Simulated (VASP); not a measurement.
# LiF (Griceite) (Fm-3m) in VASP: settings compared

The runs below take LiF (Griceite) through dielectric tensor, band structure, with PBE, LDA, r2SCAN, TB-mBJ.

Everything below comes from runs of VASP 6.6.1. Logs are shortened: lines on timing, memory, paths and dates and some standing lists are left out, and cuts for length are marked.

**What was measured.**

A printed reference work, monograph reports, for a bulk crystal of LiF: high-frequency dielectric constant 1.93.

The runs below are set against these values where they give the same quantity.

**1. The structure**

It takes space group Fm-3m (No. 225, cubic). Conventional cell: a = 4.053 Å, b = 4.053 Å, c = 4.053 Å, α = 90.00°, β = 90.00°, γ = 90.00°. Li (site symmetry m-3m) is surrounded by 6 F at 2.03 Å. F (site symmetry m-3m) is surrounded by 6 Li at 2.03 Å.

**2. Dielectric tensor, PBE**

INCAR reads:

```
SYSTEM = LiF
  ALGO = Fast
  EDIFF = 1E-8
  ENCUT = 600
  GGA = PE
  ISIF = 2
  ISMEAR = 0
  LASPH = .True.
  LCHARG = .False.
  LEPSILON = .True.
  LREAL = .False.
  LWAVE = .False.
  NELM = 80
  PREC = Accurate
  SIGMA = 0.03
```

KPOINTS reads:

```
k-points
0
Monkhorst
  20 20 20
  0 0 0
```

POSCAR reads:

```
LiF                                     
1.0
    0.0000000000      2.0264194304      2.0264194304
    2.0264194304      0.0000000000      2.0264194304
    2.0264194304      2.0264194304     -0.0000000000
  Li              F             
     1     1
Direct
     0.0000000000000000    0.0000000000000000    0.0000000000000000
     0.5000000000000000    0.5000000000000000    0.5000000000000000
```

Potentials or basis: VASP PAW PBE potentials, release 64 (Li_sv, F).

Run with:

```bash
cat potpaw_PBE.64/Li_sv/POTCAR potpaw_PBE.64/F/POTCAR > POTCAR
mpirun -np 1 vasp_std > vasp.out
```

OUTCAR:

```text
SYSTEM = LiF
   EDIFF = 1E-8
   ENCUT = 600
   GGA = PE
   ISIF = 2
   ISMEAR = 0
   LASPH = .True.
   LEPSILON = .True.
   LREAL = .False.
   NELM = 80
   PREC = Accurate

 ion  position               nearest neighbor table
   1  0.000  0.000  0.000-   2 2.03   2 2.03   2 2.03   2 2.03   2 2.03   2 2.03
   2  0.500  0.500  0.500-   1 2.03   1 2.03   1 2.03   1 2.03   1 2.03   1 2.03

  LATTYP: Found a face centered cubic cell.
 ALAT       =     4.0528388608

  Lattice vectors:

 A1 = (   0.0000000000,   2.0264194304,   2.0264194304)
 A2 = (   2.0264194304,   0.0000000000,   2.0264194304)
 A3 = (   2.0264194304,   2.0264194304,   0.0000000000)

Analysis of symmetry for initial positions (statically):
=====================================================================
 Subroutine PRICEL returns:
 Original cell was already a primitive cell.

 Routine SETGRP: Setting up the symmetry group for a
 face centered cubic supercell.

 Subroutine GETGRP returns: Found 48 space group operations
 (whereof 48 operations were pure point group operations)
 out of a pool of 48 trial point group operations.

The static configuration has the point symmetry O_h .

Analysis of symmetry for dynamics (positions and initial velocities):
=====================================================================
 Subroutine PRICEL returns:
 Original cell was already a primitive cell.

 Routine SETGRP: Setting up the symmetry group for a
 face centered cubic supercell.

 Subroutine GETGRP returns: Found 48 space group operations
 (whereof 48 operations were pure point group operations)
 out of a pool of 48 trial point group operations.

The dynamic configuration has the point symmetry O_h .

 Subroutine INISYM returns: Found 48 space group operations
 (whereof 48 operations are pure point group operations),
 and found     1 'primitive' translations

----------------------------------------------------------------------------------------

[... 448 lines left out ...]
     2.026419430  0.000000000  2.026419430     0.246740627 -0.246740627  0.246740627
     2.026419430  2.026419430  0.000000000     0.246740627  0.246740627 -0.246740627

 POSITION                                       TOTAL-FORCE (eV/Angst)
 -----------------------------------------------------------------------------------
      0.00000      0.00000      0.00000         0.000000     -0.000000      0.000000
      2.02642      2.02642      2.02642        -0.000000      0.000000     -0.000000
 -----------------------------------------------------------------------------------
    total drift:                               -0.000000     -0.000000      0.000000

  FREE ENERGIE OF THE ION-ELECTRON SYSTEM (eV)
  ---------------------------------------------------
  free  energy   TOTEN  =        -9.6427802262 eV

  energy  without entropy=       -9.6427802262  energy(sigma->0) =       -9.64278023

 HEAD OF MICROSCOPIC STATIC DIELECTRIC TENSOR (INDEPENDENT PARTICLE, excluding Hartree and local field effects)
 ------------------------------------------------------
           2.072032     0.000000     0.000000
          -0.000000     2.072032     0.000000
           0.000000    -0.000000     2.072032
 ------------------------------------------------------

 Free energy of the ion-electron system (eV)
  ---------------------------------------------------
  ---------------------------------------------------
  free energy    TOTEN  =        -0.05339674 eV

  energy without entropy =       -0.05339674

------------------------ aborting loop because EDIFF is reached ----------------------------------------

--------------------------------------- Ionic step        2  -------------------------------------------

------------------------ aborting loop because EDIFF is reached ----------------------------------------

--------------------------------------- Ionic step        3  -------------------------------------------

 Free energy of the ion-electron system (eV)
  ---------------------------------------------------
  ---------------------------------------------------
  free energy    TOTEN  =        -0.05339674 eV

  energy without entropy =       -0.05339674

------------------------ aborting loop because EDIFF is reached ----------------------------------------

 PIEZOELECTRIC TENSOR FIELD DIRECTION 3  (e Angst)
 -----------------------------------------------------------------------------
    -0.00015  0.00000 -0.00000           ( -0.00000  0.00000  0.00000)
     0.00000 -0.00015  0.00000           (  0.00000 -0.00000 -0.00000)
     0.00000 -0.00000 -0.00005           (  0.00000 -0.00000 -0.00001)

 PIEZOELECTRIC TENSOR FIELD DIRECTION 3  (C/m^2)
 -----------------------------------------------------------------------------
    -0.00014  0.00000 -0.00000
     0.00000 -0.00014  0.00000
     0.00000 -0.00000 -0.00005

 MACROSCOPIC STATIC DIELECTRIC TENSOR (including local field effects in DFT)
 ------------------------------------------------------
           2.051820     0.000000     0.000000
          -0.000000     2.051820     0.000000
          -0.000000    -0.000000     2.051820
 ------------------------------------------------------

 PIEZOELECTRIC TENSOR (including local field effects)  for field in x, y, z        (e  Angst)
          XX          YY          ZZ          XY          YZ          ZX
  --------------------------------------------------------------------------------
  x     0.00000     0.00000     0.00000     0.00000     0.00000     0.00000
  y     0.00000     0.00000     0.00000     0.00000     0.00000     0.00000
  z     0.00000     0.00000     0.00000     0.00000     0.00000     0.00000

 PIEZOELECTRIC TENSOR (including local field effects)  for field in x, y, z        (C/m^2)
          XX          YY          ZZ          XY          YZ          ZX
  --------------------------------------------------------------------------------
  x     0.00000     0.00000     0.00000     0.00000     0.00000     0.00000
  y     0.00000     0.00000     0.00000     0.00000     0.00000     0.00000
  z     0.00000     0.00000     0.00000     0.00000     0.00000     0.00000

 BORN EFFECTIVE CHARGES (including local field effects) (in |e|, cummulative output)
 ---------------------------------------------------------------------------------
 ion    1
    1     1.05249     0.00000     0.00000
    2     0.00000     1.05249     0.00000
    3     0.00000     0.00000     1.05249
 ion    2
    1    -1.05249     0.00000     0.00000
    2     0.00000    -1.05249     0.00000
    3     0.00000     0.00000    -1.05249
```

OSZICAR:

```text
N       E                     dE             d eps       ncg     rms          rms(c)
DAV:   1     0.369197361978E+02    0.36920E+02   -0.61903E+03 14420   0.126E+03
DAV:   2    -0.895205681557E+01   -0.45872E+02   -0.44593E+02 15371   0.222E+02
DAV:   3    -0.101374340517E+02   -0.11854E+01   -0.11827E+01 17988   0.350E+01
[... 12 lines left out ...]
RMM:   6    -0.533749706701E-01    0.59917E-05   -0.34789E-05 86435   0.389E-02    0.122E-03
RMM:   7    -0.533985030907E-01   -0.23532E-04   -0.63261E-06 88587   0.161E-02    0.241E-04
RMM:   8    -0.533993533805E-01   -0.85029E-06   -0.11466E-06 89160   0.673E-03    0.135E-04
RMM:   9    -0.533967072170E-01    0.26462E-05   -0.12822E-06 88267   0.306E-03    0.692E-05
RMM:  10    -0.533968716941E-01   -0.16448E-06   -0.29147E-06 88898   0.134E-03    0.127E-05
RMM:  11    -0.533967383643E-01    0.13333E-06   -0.38788E-06 86711   0.612E-04    0.812E-06
```

Wall time 19 min (1 thread of Intel Xeon Platinum 8559C (Emerald Rapids), shared host); peak memory 0.95 GiB.

Results:

```
Electronic dielectric tensor (diagonal) : 2.05
Born charges (mean of the diagonal)     : Li +1.05; F -1.05 e
```

Electronic dielectric tensor:
```
2.05 0.00 0.00
0.00 2.05 0.00
0.00 0.00 2.05
```

Born effective charge tensors (e):
atom 1, Li
```
1.05 0.00 0.00
0.00 1.05 0.00
0.00 0.00 1.05
```
atom 2, F
```
-1.05  0.00  0.00
 0.00 -1.05  0.00
 0.00  0.00 -1.05
```

Caveat: the cutoff is under 1.25 times the usual one of these potentials, so pressure, stress and relaxed cells hold a basis-set (Pulay) error.

**3. Band structure, PBE**

This run uses another cell than the first one, of 7.98 Å³/atom, 0.959 times its volume.

INCAR reads:

```
  PREC = Accurate
  ENCUT = 520
  EDIFF = 1E-6
  ISMEAR = 0
  SIGMA = 0.03
  LREAL = F
  LASPH = T
  NELM = 80
  ALGO = Normal
  ISIF = 2
  LWAVE = F
  LCHARG = F
  GGA = PE
```

KPOINTS reads:

```
Automatic mesh
0
Gamma
  12 12 12
```

POSCAR reads:

```
LiF                                     
1.0
    0.0000000000      1.9984797588      1.9984797588
    1.9984797588      0.0000000000      1.9984797588
    1.9984797588      1.9984797588      0.0000000000
  Li              F             
     1     1
Direct
     0.0000000000000000    0.0000000000000000    0.0000000000000000
     0.5000000000000000    0.5000000000000000    0.5000000000000000
```

KPOINTS_OPT reads:

```
explicit points
202
Reciprocal
 0.0000000000  0.0000000000  0.0000000000 1
 0.0555555556  0.0000000000  0.0555555556 1
 0.1111111111  0.0000000000  0.1111111111 1
 0.1666666667  0.0000000000  0.1666666667 1
 0.2222222222  0.0000000000  0.2222222222 1
 0.2777777778  0.0000000000  0.2777777778 1
[... 194 lines left out ...]
 0.4920670900  0.0079329100  0.5000000000 1
 0.5079329100 -0.0079329100  0.5000000000 1
```

Potentials or basis: VASP PAW PBE potentials, release 64 (Li_sv, F).

Run with:

```bash
cat potpaw_PBE.64/Li_sv/POTCAR potpaw_PBE.64/F/POTCAR > POTCAR
mpirun -np 1 vasp_std > vasp.out
```

Run time: 18 s. Hardware: 1 thread of Intel Xeon Platinum 8488C (Sapphire Rapids), shared host; peak memory 0.14 GiB.

It converged, with:

* Free energy: -9.6303 eV
* Band gap on the k mesh: 9.30 eV, direct
* Band gap along the path: 9.30 eV, direct

Levels at the corners of the path, in eV from the valence-band top:
| point | band 2 | band 3 | band 4 | band 5 | band 6 | band 7 | band 8 | band 9 |
| --- | --- | --- | --- | --- | --- | --- | --- | --- |
| Γ | -20.04 | 0.00 | 0.00 | 0.00 | 9.30 | 24.28 | 24.28 | 24.28 |
| X | -19.31 | -3.11 | -1.03 | -1.03 | 15.03 | 16.58 | 17.73 | 20.51 |
| X | -19.31 | -3.11 | -1.03 | -1.03 | 15.03 | 16.58 | 17.73 | 20.51 |
| W | -19.33 | -2.15 | -2.15 | -0.82 | 15.24 | 15.24 | 17.66 | 19.57 |
| W | -19.33 | -2.15 | -2.15 | -0.82 | 15.24 | 15.24 | 17.66 | 19.57 |
| K | -19.35 | -2.59 | -1.61 | -0.76 | 14.64 | 15.11 | 18.71 | 19.91 |
| K | -19.35 | -2.59 | -1.61 | -0.76 | 14.64 | 15.11 | 18.71 | 19.91 |
| Γ | -20.04 | 0.00 | 0.00 | 0.00 | 9.30 | 24.28 | 24.28 | 24.29 |
| Γ | -20.04 | 0.00 | 0.00 | 0.00 | 9.30 | 24.28 | 24.28 | 24.33 |
| L | -19.59 | -2.59 | -0.24 | -0.24 | 10.89 | 17.02 | 19.08 | 19.08 |
| L | -19.59 | -2.59 | -0.24 | -0.24 | 10.89 | 17.02 | 19.08 | 19.08 |
| U | -19.35 | -2.59 | -1.61 | -0.76 | 14.64 | 15.11 | 18.71 | 19.91 |
| U | -19.35 | -2.59 | -1.61 | -0.76 | 14.64 | 15.11 | 18.71 | 19.91 |
| W | -19.33 | -2.15 | -2.15 | -0.82 | 15.24 | 15.24 | 17.66 | 19.57 |
| W | -19.33 | -2.15 | -2.15 | -0.82 | 15.24 | 15.24 | 17.66 | 19.57 |
| L | -19.59 | -2.59 | -0.24 | -0.24 | 10.89 | 17.02 | 19.08 | 19.08 |
| L | -19.59 | -2.59 | -0.24 | -0.24 | 10.89 | 17.02 | 19.08 | 19.08 |
| K | -19.35 | -2.59 | -1.61 | -0.76 | 14.64 | 15.11 | 18.71 | 19.91 |
| U | -19.35 | -2.59 | -1.61 | -0.76 | 14.64 | 15.11 | 18.71 | 19.91 |
| X | -19.31 | -3.11 | -1.03 | -1.03 | 15.03 | 16.58 | 17.73 | 20.51 |

Caveat: the cutoff is under 1.25 times the usual one of these potentials, so pressure, stress and relaxed cells hold a basis-set (Pulay) error. PBE gaps usually lie below the measured ones, often by a third to a half.

**4. Band structure, LDA**

This run uses another cell than the first one, of 7.98 Å³/atom, 0.959 times its volume.

Changes to INCAR since step 3:

```diff
@@ -12,2 +12 @@
   LCHARG = F
-  GGA = PE
```

KPOINTS is that of step 3.

POSCAR is that of step 3.

KPOINTS_OPT is that of step 3.

Potentials or basis: VASP PAW LDA potentials, release 64 (Li_sv, F).

Run with:

```bash
cat potpaw_LDA.64/Li_sv/POTCAR potpaw_LDA.64/F/POTCAR > POTCAR
mpirun -np 1 vasp_std > vasp.out
```

OUTCAR:

```text
PREC = Accurate
   ENCUT = 520
   EDIFF = 1E-6
   ISMEAR = 0
   LREAL = F
   LASPH = T
   NELM = 80
   ISIF = 2

 ion  position               nearest neighbor table
   1  0.000  0.000  0.000-   2 2.00   2 2.00   2 2.00   2 2.00   2 2.00   2 2.00
   2  0.500  0.500  0.500-   1 2.00   1 2.00   1 2.00   1 2.00   1 2.00   1 2.00

  LATTYP: Found a face centered cubic cell.
 ALAT       =     3.9969595176

  Lattice vectors:

 A1 = (   0.0000000000,   1.9984797588,   1.9984797588)
 A2 = (   1.9984797588,   0.0000000000,   1.9984797588)
 A3 = (   1.9984797588,   1.9984797588,   0.0000000000)

Analysis of symmetry for initial positions (statically):
=====================================================================
 Subroutine PRICEL returns:
 Original cell was already a primitive cell.

 Routine SETGRP: Setting up the symmetry group for a
 face centered cubic supercell.

 Subroutine GETGRP returns: Found 48 space group operations
 (whereof 48 operations were pure point group operations)
 out of a pool of 48 trial point group operations.

The static configuration has the point symmetry O_h .

Analysis of symmetry for dynamics (positions and initial velocities):
[... 162 lines left out ...]

 E-fermi :  -0.9242     XC(G=0): -10.7862

 val. band max:       -1.1525982041   @ k =  -0.0833   0.0833   0.0000
 cond. band min:       7.8960495859   @ k =   0.0000   0.0000   0.0000
 fundamental gap:      9.0486477900
 Fermi energy:        -0.9241873111

 k-point     1 :       0.0000    0.0000    0.0000
  band No.  band energies     occupation
      1     -40.8581      2.00000
      2     -20.7858      2.00000
      3      -1.1534      2.00000
      4      -1.1534      2.00000
      5      -1.1534      2.00000
      6       7.8960      0.00000
      7      22.6028      0.00000
      8      22.6028      0.00000
      9      22.6046      0.00000
[... 265 lines left out ...]
 k-point    24 :      -0.4167    0.1667    0.0000
  band No.  band energies     occupation
      1     -40.7759      2.00000
      2     -20.2392      2.00000
      3      -3.6631      2.00000
      4      -2.1439      2.00000
      5      -1.5245      2.00000
      6      10.4465      0.00000
      7      14.6639      0.00000
      8      17.6962      0.00000
      9      17.7745      0.00000

 [... further k-points ...]
[... 5 lines left out ...]
  --------------------------------------------------------------------------------------
  -------------------------------------------------------------------------------------
  Total       -0.5247616     -0.5247616     -0.5247616      0.0000000      0.0000000      0.0000000
  in kB      -52.6675775    -52.6675775    -52.6675775      0.0000000      0.0000000      0.0000000
  external PRESSURE =     -52.6675775 kB  Pullay stress =       0.0000000 kB

 VOLUME and BASIS-vectors are now :
 -----------------------------------------------------------------------------
  energy-cutoff  :      520.00
  volume of cell :       15.96
      direct lattice vectors                 reciprocal lattice vectors
     0.000000000  1.998479759  1.998479759    -0.250190175  0.250190175  0.250190175
     1.998479759  0.000000000  1.998479759     0.250190175 -0.250190175  0.250190175
     1.998479759  1.998479759  0.000000000     0.250190175  0.250190175 -0.250190175

 POSITION                                       TOTAL-FORCE (eV/Angst)
 -----------------------------------------------------------------------------------
      0.00000      0.00000      0.00000        -0.000000     -0.000000     -0.000000
      1.99848      1.99848      1.99848         0.000000      0.000000      0.000000
 -----------------------------------------------------------------------------------
    total drift:                               -0.000000     -0.000000      0.000000

  FREE ENERGIE OF THE ION-ELECTRON SYSTEM (eV)
  ---------------------------------------------------
  free  energy   TOTEN  =       -10.4847608396 eV

  energy  without entropy=      -10.4847608396  energy(sigma->0) =      -10.48476084
```

It took 16 s on 1 thread of Intel Xeon Platinum 8488C (Sapphire Rapids), shared host; peak memory 0.13 GiB.

What came out:

```
Free energy             : -10.4848 eV
Band gap on the k mesh  : 9.05 eV, direct
Band gap along the path : 9.05 eV, direct
```

Levels at the corners of the path, in eV from the valence-band top:
```tsv
point	band 1	band 2	band 3	band 4	band 5	band 6	band 7	band 8	band 9
Γ	-39.71	-19.63	0.00	0.00	0.00	9.05	23.75	23.75	23.76
X	-39.61	-18.86	-3.22	-1.07	-1.07	14.63	16.13	17.41	20.03
X	-39.61	-18.86	-3.22	-1.07	-1.07	14.63	16.13	17.41	20.03
W	-39.61	-18.89	-2.23	-2.23	-0.83	14.82	14.82	17.21	19.21
W	-39.61	-18.89	-2.23	-2.23	-0.83	14.82	14.82	17.21	19.21
K	-39.61	-18.91	-2.68	-1.66	-0.79	14.22	14.70	18.36	19.42
K	-39.61	-18.91	-2.68	-1.66	-0.79	14.22	14.70	18.36	19.42
Γ	-39.71	-19.63	0.00	0.00	0.00	9.05	23.75	23.76	23.76
Γ	-39.71	-19.63	0.00	0.00	0.00	9.05	23.75	23.75	23.77
L	-39.63	-19.17	-2.65	-0.24	-0.24	10.49	16.65	18.59	18.59
L	-39.63	-19.17	-2.65	-0.24	-0.24	10.49	16.65	18.59	18.59
U	-39.61	-18.91	-2.68	-1.66	-0.79	14.22	14.70	18.36	19.42
U	-39.61	-18.91	-2.68	-1.66	-0.79	14.22	14.70	18.36	19.42
W	-39.61	-18.89	-2.23	-2.23	-0.83	14.82	14.82	17.21	19.21
W	-39.61	-18.89	-2.23	-2.23	-0.83	14.82	14.82	17.21	19.21
L	-39.63	-19.17	-2.65	-0.24	-0.24	10.49	16.65	18.59	18.59
L	-39.63	-19.17	-2.65	-0.24	-0.24	10.49	16.65	18.59	18.59
K	-39.61	-18.91	-2.68	-1.66	-0.79	14.22	14.70	18.36	19.42
U	-39.61	-18.91	-2.68	-1.66	-0.79	14.22	14.70	18.36	19.42
X	-39.61	-18.86	-3.22	-1.07	-1.07	14.63	16.13	17.41	20.03
```

Caveat: the cutoff is under 1.25 times the usual one of these potentials, so pressure, stress and relaxed cells hold a basis-set (Pulay) error. As with any semilocal functional, this LDA gap is likely too small.

(Continued in part 2 of 2.)
